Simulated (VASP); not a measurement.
Set up this calculation in VASP 6.6.1, as the native input.

| Quantity | Value |
| --- | --- |
| Task | band structure |
| Functional | HSE06 |
| Potentials or basis | VASP PAW PBE potentials, release 64 (Al, As) |
| Cutoff | 520 eV |
| k mesh | 6 × 6 × 6 |
| Occupations | gaussian, width 0.03 eV |
| Spin | no spin polarisation |
| Grid for exact exchange (PRECFOCK) | Fast |
| Screening parameter | 0.2 1/A |
| Further INCAR settings | ALGO = Normal; EDIFF = 1e-06; NBANDS = 11 |

AlAs:

```xyz
2
Lattice="0.0000 2.8409 2.8409 2.8409 0.0000 2.8409 2.8409 2.8409 0.0000" Properties=species:S:1:pos:R:3 pbc="T T T"
Al    0.0000    0.0000    0.0000
As    1.4204    1.4204    1.4204
```

The cell was built by a generator and needn't be a form met in nature.

The input as run:

POSCAR

```
AlAs                                    
1.0
    0.0000000000      2.8408956351      2.8408956351
    2.8408956351      0.0000000000      2.8408956351
    2.8408956351      2.8408956351      0.0000000000
  Al              As            
     1     1
Direct
     0.0000000000000000    0.0000000000000000    0.0000000000000000
     0.2500000000000000    0.2500000000000000    0.2500000000000000
```

INCAR.step1

```
SYSTEM = AlAs
ALGO     = Normal         ! electronic algorithm
EDIFF    = 1E-5           ! SCF threshold, eV
ENCUT    = 520            ! plane-wave cutoff, eV
GGA      = PE             ! functional
ISIF     = 2              ! what is computed and relaxed
ISMEAR   = 0              ! smearing method
KPAR     = 2            
LASPH    = .TRUE.         ! aspherical terms in the spheres
LCHARG   = .FALSE.        ! write CHGCAR
LREAL    = .FALSE.        ! projectors in reciprocal space
LWAVE    = .TRUE.         ! write WAVECAR
NBANDS   = 11             ! bands
NELM     = 80             ! most SCF steps
PREC     = Accurate       ! precision mode
SIGMA    = 0.03           ! smearing width, eV
```

INCAR.step2

```
SYSTEM = AlAs
ALGO     = Normal         ! electronic algorithm
EDIFF    = 1E-6           ! SCF threshold, eV
ENCUT    = 520            ! plane-wave cutoff, eV
GGA      = PE             ! functional
HFSCREEN = 0.2            ! screening, 1/A
ISIF     = 2              ! what is computed and relaxed
ISMEAR   = 0              ! smearing method
ISTART   = 1            
KPAR     = 2            
LASPH    = .TRUE.         ! aspherical terms in the spheres
LCHARG   = .FALSE.        ! write CHGCAR
LHFCALC  = .TRUE.         ! exact exchange
LREAL    = .FALSE.        ! projectors in reciprocal space
LWAVE    = .FALSE.        ! write WAVECAR
NBANDS   = 11             ! bands
NELM     = 80             ! most SCF steps
PREC     = Accurate       ! precision mode
PRECFOCK = Fast         
SIGMA    = 0.03           ! smearing width, eV
```

KPOINTS

```
k-points
0
G
  6 6 6
  0 0 0
```

KPOINTS_OPT

```
explicit points
9
Reciprocal
 0.0000000000  0.0000000000  0.0000000000 1
 0.3750000000  0.3750000000  0.7500000000 1
 0.5000000000  0.5000000000  0.5000000000 1
 0.6250000000  0.2500000000  0.6250000000 1
 0.5000000000  0.2500000000  0.7500000000 1
 0.5000000000  0.0000000000  0.5000000000 1
 0.4000000000  0.0000000000  0.4000000000 1
 0.4250000000  0.0000000000  0.4250000000 1
 0.4500000000  0.0000000000  0.4500000000 1
```

Potentials or basis: VASP PAW PBE potentials, release 64 (Al, As).

Command:

```sh
$ cat potpaw_PBE.64/Al/POTCAR potpaw_PBE.64/As/POTCAR > POTCAR
$ cp INCAR.step1 INCAR
$ mpirun -np 2 vasp_std > vasp.out
$ cp INCAR.step2 INCAR
$ mpirun -np 2 vasp_std > vasp.out
```

It gave:

```yaml
Pressure: -0.2 GPa
Band_gap_on_the_k_mesh: 2.12 eV, indirect (least direct gap 2.85 eV)
Band_gap_along_the_path: 2.12 eV, indirect (least direct gap 2.85 eV)
```

Caveat: the PAW data sets were made with another functional, which shifts forces and pressure a little.

It took 6 min on 2 MPI ranks on Intel(R) Xeon(R) Platinum 8488C (Sapphire Rapids) (shared host), peak memory 0.3 GiB a rank.
